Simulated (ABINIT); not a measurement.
Crystal: SnO.

```
Sn O
1.0
     3.81370    0.00000    0.00000
     0.00000    3.81370    0.00000
     0.00000    0.00000    4.88691
Sn O
2 2
Direct
  0.50000 0.00000 0.76463
  0.00000 0.50000 0.23537
  0.00000 0.00000 0.00000
  0.50000 0.50000 0.00000
```

The cell is a database's computed one.

Program: ABINIT 10.8.3 (patched build). Alike in all runs: no spin polarisation; cell as given; smearing fermi-dirac 0.05 eV.

Q: Order these runs on this cell by their pressure, lowest first.
A. level RPBE; potentials or basis JTH PAW PBE v2.0; k mesh 7 × 7 × 6; cutoff (eV) 762; fine-grid cutoff 1360.57 eV
B. level WC; potentials or basis JTH PAW PBE v2.0; k mesh 7 × 7 × 6; cutoff (eV) 762; fine-grid cutoff 1360.57 eV
C. level LDA; potentials or basis JTH PAW LDA v2.0; k mesh 6 × 6 × 5; cutoff (eV) 626; fine-grid cutoff 1224.51 eV
D. level PBE; potentials or basis JTH PAW PBE v2.0; k mesh 9 × 9 × 8; cutoff (eV) 626; fine-grid cutoff 1224.51 eV

A: C (-3.7 GPa), B (-1.3 GPa), D (3.2 GPa), A (5.3 GPa).

Caveats: the PAW data sets were made with another functional, which shifts forces and pressure a little (some runs).

Not every run made on this cell is shown here.
